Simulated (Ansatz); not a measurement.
# CdS: spectra, masses and deformation potentials, part 2 of 2

Aim: levels on a fine mesh, and what follows from them: optical spectra of independent particles, band edges or the Fermi surface. Runs: reference run (LAPW); unstrained (LAPW); all lengths changed by -0.5 % (LAPW); all lengths changed by +0.5 % (LAPW); z strained by -0.5 %, x and y held (LAPW); z strained by +0.5 %, x and y held (LAPW); equal xy, yz and zx engineering shears of -0.5 % (LAPW); equal xy, yz and zx engineering shears of +0.5 % (LAPW). Companion runs by PAW are cited.

Ansatz 0.2.0; DFT PBEsol.

## (4) Unstrained, LAPW

Input file input.yaml:

```yaml
crystal:
  lattice:
    - [4.12385909109, 0.0, 0.0]
    - [-2.06192954555, 3.57136673451, 0.0]
    - [0.0, 0.0, 6.70970812336]
  atoms:
    - { symbol: Cd, position: [0.333333333333, 0.666666666667, -0.00077668998] }
    - { symbol: Cd, position: [0.666666666667, 0.333333333333, 0.49922331002] }
    - { symbol: S, position: [0.333333333333, 0.666666666667, 0.37577668998] }
    - { symbol: S, position: [0.666666666667, 0.333333333333, 0.87577668998] }
kpoints:
  mp_grid: { grid: [6, 6, 4] }
scf:
  occupations: { method: fixed }
  convergence: { dr2_threshold: 1.0e-10 }
hamiltonian:
  xc: pbesol
  pseudopotentials: { kind: all_electron, lapw: { basis_error: 0.0005 } }
output:
  forces: true
  stress: true
  eigenstates:
    kpoints:
      - [0.0, 0.0, 0.0]
      - [0.0, 0.0, -0.5]
      - [-0.5, 0.0, 0.0]
      - [-0.5, 0.5, 0.0]
      - [0.0, -0.5, 0.0]
      - [-0.5, 0.0, -0.5]
      - [-0.5, 0.5, -0.5]
      - [0.0, -0.5, -0.5]
  eigenvalues: true
```

Launch:

```sh
$ ansatz run input.yaml --threads 2 --pin off --max-ram 6144MiB --backend cpu --events-out ev --progress --plain --runs-dir out
```

Output, cut to the lines that bear on the results:

```text
LAPW: plane waves up to 8.388 Å⁻¹, error target 5.0e-4 eV per atom; small_component_spin mean_spin; S in spheres of 1.098 Å, 14 of its electrons in bands, Dirac shells []; Cd in spheres of 1.423 Å, 20 of its electrons in bands, Dirac shells [] (how accurate: [...]
Pseudopotentials: kind: all_electron
Pseudopotential: Cd, LAPW, valence charge 20, lapw/all_electron/scalar/gaussian/Cd, Koelling and Harmon's equation, gaussian nucleus
Pseudopotential: S, LAPW, valence charge 14, lapw/all_electron/scalar/gaussian/S, Koelling and Harmon's equation, gaussian nucleus
Functional definition: PBEsol
[...]
davidson cushion auto → on  (no smearing: the cushion is to keep the highest requested band from converging to the state above it; pin scf.eigensolver.cushion to override)
Crystal: 4 atoms, lattice volume = 98.819 Å³
[...]
the basis was enlarged: its passes take 4.0 MiB over the memory plan, 2 of 2 planned eigensolver slots
[...]
SCF iter  12: F=-326023.704835 eV  HF=-326023.704835 eV  |F-HF|=1.16e-10  |Δ(HF+E_count)|=   1.63e-9  Δρ=1.92e-7  dr2=5.47e-11  ethr=5.67e-12 (applied; sched 1.00e-12)  ⟨swp⟩=3.0  Hψ=2677  notcnv=0
[...]
NSCF: frozen V_eff on 8 k-points
SCF converged after 12 iterations
Free energy (F): -326023.704835 eV
[...]
E sigma→0 (E₀):  -326023.704835 eV
Fermi energy:    7.704274 eV
[...]
--- Forces (eV/Å), atoms counted from 1 ---
  atom   1  Cd    -0.00000000     0.00000000     0.00121351
  atom   2  Cd     0.00000000    -0.00000000     0.00121351
  atom   3  S     -0.00000000     0.00000000    -0.00121175
  atom   4  S      0.00000000    -0.00000000    -0.00121175
[...]
--- Stress (GPa, compression-positive) ---
        0.039247      -0.000000      -0.000000
       -0.000000       0.039247       0.000000
       -0.000000       0.000000       0.014900
  P = ⅓ Tr σ = 0.0311 GPa (0.311 kbar)
--- Band table (eV; the first three rows and the last of 21) ---
[...]
```

Wall time 28 s (2 threads of Arm Neoverse V1, shared host); peak memory 0.43 GiB.

Gap on the 6×6×4 mesh: 1.0928 eV.

## (5) All lengths changed by -0.5 %, LAPW

Edit input.yaml of step 4 so:

```diff
@@ -2,5 +2,5 @@
   lattice:
-    - [4.12385909109, 0.0, 0.0]
-    - [-2.06192954555, 3.57136673451, 0.0]
-    - [0.0, 0.0, 6.70970812336]
+    - [4.10323979564, 0.0, 0.0]
+    - [-2.05161989782, 3.55350990084, 0.0]
+    - [0.0, 0.0, 6.67615958274]
   atoms:
@@ -31,2 +31,4 @@
       - [0.0, -0.5, -0.5]
-  eigenvalues: true
+relax:
+  f_tol: 0.002
+  max_steps: 30
```

Launch:

```sh
$ ansatz run input.yaml --threads 2 --pin off --max-ram 6144MiB --backend cpu --events-out ev --progress --plain --runs-dir out
```

Output, cut to the lines that bear on the results:

```text
[...]
LAPW: plane waves up to 8.747 Å⁻¹, error target 5.0e-4 eV per atom; small_component_spin mean_spin; S in spheres of 1.061 Å, 14 of its electrons in bands, Dirac shells []; Cd in spheres of 1.372 Å, 20 of its electrons in bands, Dirac shells [] (how accurate: [...]
[... 4 set-up lines as earlier in the session ...]
[...]
davidson cushion auto → on  (no smearing: the cushion is to keep the highest requested band from converging to the state above it; pin scf.eigensolver.cushion to override)
Crystal: 4 atoms, lattice volume = 97.344 Å³
[...]
  atom   1  Cd    -0.00000000    -0.00000000     0.00104446
  atom   2  Cd     0.00000000     0.00000000     0.00104446
  atom   3  S     -0.00000000    -0.00000000    -0.00104486
  atom   4  S      0.00000000     0.00000000    -0.00104486
[...]
--- Stress (GPa, compression-positive) ---
        0.990850      -0.000000      -0.000000
       -0.000000       0.990850      -0.000000
       -0.000000      -0.000000       0.976258
  P = ⅓ Tr σ = 0.9860 GPa (9.860 kbar)
--- Band table (eV; the first three rows and the last of 21) ---
[...]
--- Relaxed structure (2 steps of the walk, 2 accepted, 0 SCFs on fresh bases) ---
  F+E_penalty+E_count = -326023.70017495 eV   max|allowed force component| = 1.045e-3 eV/Å
  atoms:
    - { symbol: Cd, position: [0.3333333333333334, 0.6666666666666669, -0.0007560959498278292] }
    - { symbol: Cd, position: [0.6666666666666667, 0.3333333333333334, 0.4992439040501722] }
    - { symbol: S, position: [0.3333333333333334, 0.6666666666666669, 0.3757560959498279] }
    - { symbol: S, position: [0.6666666666666667, 0.3333333333333334, 0.8757560959498278] }
```

Wall time 46 s (2 threads of Arm Neoverse V1, shared host); peak memory 0.44 GiB.

Gap on the 6×6×4 mesh: 1.1254 eV.

## (6) All lengths changed by +0.5 %, LAPW

Edit input.yaml of step 5 so:

```diff
@@ -2,5 +2,5 @@
   lattice:
-    - [4.10323979564, 0.0, 0.0]
-    - [-2.05161989782, 3.55350990084, 0.0]
-    - [0.0, 0.0, 6.67615958274]
+    - [4.14447838655, 0.0, 0.0]
+    - [-2.07223919327, 3.58922356819, 0.0]
+    - [0.0, 0.0, 6.74325666398]
   atoms:
```

Launch:

```sh
$ ansatz run input.yaml --threads 2 --pin off --max-ram 6144MiB --backend cpu --events-out ev --progress --plain --runs-dir out
```

Output, cut to the lines that bear on the results:

```text
[...]
LAPW: plane waves up to 8.643 Å⁻¹, error target 5.0e-4 eV per atom; small_component_spin mean_spin; S in spheres of 1.071 Å, 14 of its electrons in bands, Dirac shells []; Cd in spheres of 1.386 Å, 20 of its electrons in bands, Dirac shells [] (how accurate: [...]
[... 4 set-up lines as earlier in the session ...]
[...]
davidson cushion auto → on  (no smearing: the cushion is to keep the highest requested band from converging to the state above it; pin scf.eigensolver.cushion to override)
Crystal: 4 atoms, lattice volume = 100.309 Å³
[...]
  atom   1  Cd    -0.00000000    -0.00000000     0.00009147
  atom   2  Cd     0.00000000     0.00000000     0.00009147
  atom   3  S     -0.00000000    -0.00000000    -0.00008953
  atom   4  S      0.00000000     0.00000000    -0.00008953
[...]
--- Stress (GPa, compression-positive) ---
       -0.847673       0.000000      -0.000000
        0.000000      -0.847673       0.000000
       -0.000000       0.000000      -0.870624
  P = ⅓ Tr σ = -0.8553 GPa (-8.553 kbar)
--- Band table (eV; the first three rows and the last of 21) ---
[...]
--- Relaxed structure (1 steps of the walk, 1 accepted, 0 SCFs on fresh bases) ---
  F+E_penalty+E_count = -326023.70088450 eV   max|allowed force component| = 9.050e-5 eV/Å
  atoms:
    - { symbol: Cd, position: [0.33333333333333326, 0.6666666666666666, -0.00077668998] }
    - { symbol: Cd, position: [0.6666666666666666, 0.3333333333333333, 0.49922331002] }
    - { symbol: S, position: [0.33333333333333326, 0.6666666666666666, 0.37577668998] }
    - { symbol: S, position: [0.6666666666666666, 0.3333333333333333, 0.87577668998] }
```

Wall time 33 s (2 threads of Arm Neoverse V1, shared host); peak memory 0.43 GiB.

Gap on the 6×6×4 mesh: 1.0600 eV.

## (7) Z strained by -0.5 %, x and y held, LAPW

Edit input.yaml of step 6 so:

```diff
@@ -2,5 +2,5 @@
   lattice:
-    - [4.14447838655, 0.0, 0.0]
-    - [-2.07223919327, 3.58922356819, 0.0]
-    - [0.0, 0.0, 6.74325666398]
+    - [4.12385909109, 0.0, 0.0]
+    - [-2.06192954555, 3.57136673451, 0.0]
+    - [0.0, 0.0, 6.67615958274]
   atoms:
```

Launch:

```sh
$ ansatz run input.yaml --threads 2 --pin off --max-ram 6144MiB --backend cpu --events-out ev --progress --plain --runs-dir out
```

Output, cut to the lines that bear on the results:

```text
[...]
LAPW: plane waves up to 8.723 Å⁻¹, error target 5.0e-4 eV per atom; small_component_spin mean_spin; S in spheres of 1.063 Å, 14 of its electrons in bands, Dirac shells []; Cd in spheres of 1.375 Å, 20 of its electrons in bands, Dirac shells [] (how accurate: [...]
[... 4 set-up lines as earlier in the session ...]
[...]
davidson cushion auto → on  (no smearing: the cushion is to keep the highest requested band from converging to the state above it; pin scf.eigensolver.cushion to override)
Crystal: 4 atoms, lattice volume = 98.325 Å³
[...]
  atom   1  Cd     0.00000000     0.00000000    -0.00019818
  atom   2  Cd    -0.00000000    -0.00000000    -0.00019818
  atom   3  S     -0.00000000     0.00000000     0.00019856
  atom   4  S      0.00000000    -0.00000000     0.00019856
[...]
--- Stress (GPa, compression-positive) ---
        0.266224      -0.000000      -0.000000
        0.000000       0.266224       0.000000
       -0.000000       0.000000       0.497038
  P = ⅓ Tr σ = 0.3432 GPa (3.432 kbar)
--- Band table (eV; the first three rows and the last of 21) ---
[...]
--- Relaxed structure (3 steps of the walk, 3 accepted, 0 SCFs on fresh bases) ---
  F+E_penalty+E_count = -326023.70399359 eV   max|allowed force component| = 1.984e-4 eV/Å
  atoms:
    - { symbol: Cd, position: [0.3333333333333334, 0.6666666666666669, -0.0013439939580254983] }
    - { symbol: Cd, position: [0.6666666666666667, 0.33333333333333337, 0.4986560060419746] }
    - { symbol: S, position: [0.3333333333333334, 0.6666666666666669, 0.37634399395802554] }
    - { symbol: S, position: [0.6666666666666667, 0.33333333333333337, 0.8763439939580255] }
```

Wall time 68 s (2 threads of Arm Neoverse V1, shared host); peak memory 0.44 GiB.

Gap on the 6×6×4 mesh: 1.1126 eV.

## (8) Z strained by +0.5 %, x and y held, LAPW

Edit input.yaml of step 7 so:

```diff
@@ -4,3 +4,3 @@
     - [-2.06192954555, 3.57136673451, 0.0]
-    - [0.0, 0.0, 6.67615958274]
+    - [0.0, 0.0, 6.74325666398]
   atoms:
```

Launch:

```sh
$ ansatz run input.yaml --threads 2 --pin off --max-ram 6144MiB --backend cpu --events-out ev --progress --plain --runs-dir out
```

Output, cut to the lines that bear on the results:

```text
[...]
LAPW: plane waves up to 8.689 Å⁻¹, error target 5.0e-4 eV per atom; small_component_spin mean_spin; S in spheres of 1.067 Å, 14 of its electrons in bands, Dirac shells []; Cd in spheres of 1.380 Å, 20 of its electrons in bands, Dirac shells [] (how accurate: [...]
[... 4 set-up lines as earlier in the session ...]
[...]
davidson cushion auto → on  (no smearing: the cushion is to keep the highest requested band from converging to the state above it; pin scf.eigensolver.cushion to override)
Crystal: 4 atoms, lattice volume = 99.313 Å³
[...]
  atom   2  Cd     0.00000000    -0.00000000     0.00015437
  atom   3  S     -0.00000000     0.00000000    -0.00015475
  atom   4  S      0.00000000    -0.00000000    -0.00015475
[...]
--- Stress (GPa, compression-positive) ---
       -0.184616       0.000000      -0.000000
        0.000000      -0.184616      -0.000000
       -0.000000      -0.000000      -0.451881
  P = ⅓ Tr σ = -0.2737 GPa (-2.737 kbar)
--- Band table (eV; the first three rows and the last of 21) ---
[...]
--- Relaxed structure (3 steps of the walk, 3 accepted, 0 SCFs on fresh bases) ---
  F+E_penalty+E_count = -326023.70411664 eV   max|allowed force component| = 1.546e-4 eV/Å
  atoms:
    - { symbol: Cd, position: [0.3333333333333333, 0.6666666666666669, -0.00019467586643852732] }
    - { symbol: Cd, position: [0.6666666666666667, 0.33333333333333337, 0.49980532413356143] }
    - { symbol: S, position: [0.3333333333333333, 0.6666666666666669, 0.37519467586643857] }
    - { symbol: S, position: [0.6666666666666667, 0.33333333333333337, 0.8751946758664386] }
```

Run time: 68 s. Hardware: 2 threads of Arm Neoverse V1, shared host; peak memory 0.45 GiB.

Gap on the 6×6×4 mesh: 1.0725 eV.

## (9) Equal xy, yz and zx engineering shears of -0.5 %, LAPW

Edit input.yaml of step 8 so:

```diff
@@ -2,5 +2,5 @@
   lattice:
-    - [4.12385909109, 0.0, 0.0]
-    - [-2.06192954555, 3.57136673451, 0.0]
-    - [0.0, 0.0, 6.74325666398]
+    - [4.12385909109, -0.01030964773, -0.01030964773]
+    - [-2.07085796238, 3.57652155838, -0.00377359297]
+    - [-0.01677427031, -0.01677427031, 6.70970812336]
   atoms:
```

Launch:

```sh
$ ansatz run input.yaml --threads 2 --pin off --max-ram 6144MiB --backend cpu --events-out ev --progress --plain --runs-dir out
```

Output, cut to the lines that bear on the results:

```text
[...]
LAPW: plane waves up to 8.736 Å⁻¹, error target 5.0e-4 eV per atom; small_component_spin mean_spin; S in spheres of 1.062 Å, 14 of its electrons in bands, Dirac shells []; Cd in spheres of 1.373 Å, 20 of its electrons in bands, Dirac shells [] (how accurate: [...]
[... 4 set-up lines as earlier in the session ...]
[...]
davidson cushion auto → on  (no smearing: the cushion is to keep the highest requested band from converging to the state above it; pin scf.eigensolver.cushion to override)
Crystal: 4 atoms, lattice volume = 98.817 Å³
[...]
  atom   1  Cd    -0.00012219     0.00002875    -0.00015098
  atom   2  Cd     0.00017748     0.00002842     0.00012677
  atom   3  S      0.00001036    -0.00003215     0.00025370
  atom   4  S     -0.00006639    -0.00002578    -0.00022953
[...]
--- Stress (GPa, compression-positive) ---
        0.034831       0.082783       0.074282
        0.082783       0.035790       0.074265
        0.074282       0.074265       0.020543
  P = ⅓ Tr σ = 0.0304 GPa (0.304 kbar)
--- Band table (eV; the first three rows and the last of 76) ---
[...]
--- Relaxed structure (3 steps of the walk, 3 accepted, 0 SCFs on fresh bases) ---
  F+E_penalty+E_count = -326023.70442311 eV   max|allowed force component| = 2.537e-4 eV/Å
  atoms:
    - { symbol: Cd, position: [0.3340498794722155, 0.6671924157108935, -0.0007545751126756974] }
    - { symbol: Cd, position: [0.6674098473108548, 0.33387615431937295, 0.4992443414966194] }
    - { symbol: S, position: [0.3339436837757432, 0.6661468572158754, 0.3757555892052651] }
    - { symbol: S, position: [0.6645965894411866, 0.3327845727538582, 0.8757546444107909] }
```

Run time: 4 min. Hardware: 2 threads of Arm Neoverse V1, shared host; peak memory 0.79 GiB.

Gap on the 6×6×4 mesh: 1.0818 eV.

## (10) Equal xy, yz and zx engineering shears of +0.5 %, LAPW

Edit input.yaml of step 9 so:

```diff
@@ -2,5 +2,5 @@
   lattice:
-    - [4.12385909109, -0.01030964773, -0.01030964773]
-    - [-2.07085796238, 3.57652155838, -0.00377359297]
-    - [-0.01677427031, -0.01677427031, 6.70970812336]
+    - [4.12385909109, 0.01030964773, 0.01030964773]
+    - [-2.05300112871, 3.56621191065, 0.00377359297]
+    - [0.01677427031, 0.01677427031, 6.70970812336]
   atoms:
```

Launch:

```sh
$ ansatz run input.yaml --threads 2 --pin off --max-ram 6144MiB --backend cpu --events-out ev --progress --plain --runs-dir out
```

Output, cut to the lines that bear on the results:

```text
[...]
LAPW: plane waves up to 8.720 Å⁻¹, error target 5.0e-4 eV per atom; small_component_spin mean_spin; S in spheres of 1.064 Å, 14 of its electrons in bands, Dirac shells []; Cd in spheres of 1.376 Å, 20 of its electrons in bands, Dirac shells [] (how accurate: [...]
[... 4 set-up lines as earlier in the session ...]
[...]
davidson cushion auto → on  (no smearing: the cushion is to keep the highest requested band from converging to the state above it; pin scf.eigensolver.cushion to override)
Crystal: 4 atoms, lattice volume = 98.817 Å³
[...]
  atom   1  Cd     0.00004943    -0.00007647    -0.00016163
  atom   2  Cd    -0.00019572    -0.00007191     0.00013867
  atom   3  S      0.00002271     0.00007570     0.00028636
  atom   4  S      0.00012419     0.00007329    -0.00026340
[...]
--- Stress (GPa, compression-positive) ---
        0.034845      -0.084381      -0.075958
       -0.084381       0.035783      -0.075942
       -0.075958      -0.075942       0.020576
  P = ⅓ Tr σ = 0.0304 GPa (0.304 kbar)
--- Band table (eV; the first three rows and the last of 76) ---
[...]
--- Relaxed structure (3 steps of the walk, 3 accepted, 0 SCFs on fresh bases) ---
  F+E_penalty+E_count = -326023.70441998 eV   max|allowed force component| = 2.864e-4 eV/Å
  atoms:
    - { symbol: Cd, position: [0.33259472666487044, 0.6661315977326219, -0.0007544827556566026] }
    - { symbol: Cd, position: [0.6659625427327434, 0.3328122703887772, 0.4992441365117693] }
    - { symbol: S, position: [0.3327570797796064, 0.6672076811751725, 0.37575499120961414] }
    - { symbol: S, position: [0.6686856508227801, 0.3338484507034286, 0.875755355034273] }
```

Wall time 3.9 min (2 threads of Arm Neoverse V1, shared host); peak memory 0.8 GiB.

Gap on the 6×6×4 mesh: 1.0841 eV.

## (11) All runs together

PAW rows come from companion runs at the same settings.

| run | mesh | gap (eV) | direct gap (eV) | ε∞ (xx) |
| --- | --- | --- | --- | --- |
| reference run, LAPW | 10×10×6 | 1.093 | 1.093 | 6.76 |
| reference run, PAW | 10×10×6 | 1.092 | 1.092 | 6.67 |

Deformation potentials: slopes of each set's centre against the top valence set, and in brackets the rate at which a degenerate set splits.

| point | side | bands | level (eV) | d/d ln V (eV) | d/d εzz (eV) | d/d shear (eV) |
| --- | --- | --- | --- | --- | --- | --- |
| Γ | valence | 2 | 0.00 | 0.00 | 0.00 | 0.00 (3.26) |
| Γ | conduction | 1 | 1.09 | -2.18 | -4.02 | -0.05 |
| A | conduction | 2 | 2.76 | -2.01 | -1.17 | -0.05 (0.03) |
| M | valence | 1 | -0.78 | 1.46 | 1.85 | 2.65 |
| M | valence | 1 | -0.78 | 1.46 | 1.85 | -2.74 |
| M | valence | 1 | -0.78 | 1.46 | 1.85 | -0.05 |
| L | conduction | 2 | 3.36 | -0.34 | -3.81 | 1.19 (6.93) |
| L | conduction | 2 | 3.36 | -0.34 | -3.81 | -1.29 (1.86) |
| L | conduction | 2 | 3.36 | -0.34 | -3.81 | -0.05 (5.07) |

## (12) Outcome

What follows sums up all 2 parts.

| quantity | value |
| --- | --- |
| gap (LAPW) | 1.09 eV |
| least direct gap | 1.09 eV |
| ε∞ (xx, yy, zz) | 6.76, 6.76, 6.81 |
| strongest local maximum of Im εxx | 6.4 eV |
| peak of the loss function along x | 16.1 eV |
| volume deformation potential of the gap to Γ | -2.18 eV |

The gap is 1.09 eV, direct. It is a Kohn-Sham gap, and the spectra are not shifted. Measured gap of CdS: 2.5809 eV (quoted in “Isotope dependence of band-gap energy”, 2008, arxiv:0807.2152). This calculation gives 1.09 eV (-57.7 %). So large a miss can be the level of theory's own, or it may mean another phase, state or a wrong row. 2 values of this kind are on record in papers (2.44 to 2.5809 eV); this one was drawn at random among those near their median, those with a stated uncertainty first. The calculation has no temperature and no spin-orbit coupling. The spectra hold no excitons and no local fields. PAW gives a gap less than 0.001 eV from LAPW's. The gap to Γ narrows as the cell expands, by 22 meV for each per cent of volume. Cautions: no spin-orbit coupling on heavy atoms; semilocal gaps are low, and what follows the gap (onsets, screening, light masses) shifts with it; filled d bands lie too high at this level, so their transitions start too early.
